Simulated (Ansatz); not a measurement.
# Li2Se: the cost of one run

Program: Ansatz 0.2.0. Level of theory: reference: DFT, HSE06, plane waves, PAW. These are calculated values, not measurements.

**1. The starting structure**

It takes space group Fm-3m (No. 225, cubic). Conventional cell: a = 5.987 Å, b = 5.987 Å, c = 5.987 Å, α = 90.00°, β = 90.00°, γ = 90.00°. Se (site symmetry m-3m) is surrounded by 8 Li at 2.59 Å. Around Li (site symmetry -43m) lie 4 Se at 2.59 Å.

Coordinates:

```xyz
3
Lattice="0.0000 2.9935 2.9935 2.9935 0.0000 2.9935 2.9935 2.9935 0.0000" Properties=species:S:1:pos:R:3 pbc="T T T"
Se    0.0000    0.0000    0.0000
Li    1.4968    1.4968    1.4968
Li    4.4903    4.4903    4.4903
```

**2. The reference run**

File input.yaml:

```yaml
crystal:
  lattice:
    - [0.0, 2.9935210614, 2.9935210614]
    - [2.9935210614, 0.0, 2.9935210614]
    - [2.9935210614, 2.9935210614, 0.0]
  atoms:
    - { symbol: Se, position: [0.0, 0.0, 0.0] }
    - { symbol: Li, position: [0.25, 0.25, 0.25] }
    - { symbol: Li, position: [0.75, 0.75, 0.75] }
kpoints:
  mp_grid: { grid: [4, 4, 4] }
hamiltonian:
  xc: hse06
scf:
  occupations: { method: fixed }
  n_extra_bands: 4
output:
  forces: true
  stress: true
  eigenvalues: true
```

Launch:

```console
$ ansatz run input.yaml --threads 4 --pin off --max-ram 3686MiB --backend cpu --events-out ev --progress --plain --runs-dir out
```

**Question.** How long does this run take on 4 threads of Arm Neoverse N1, shared host, and how much memory does it need?

About 8.1 s, with a peak of 0.65 GiB.
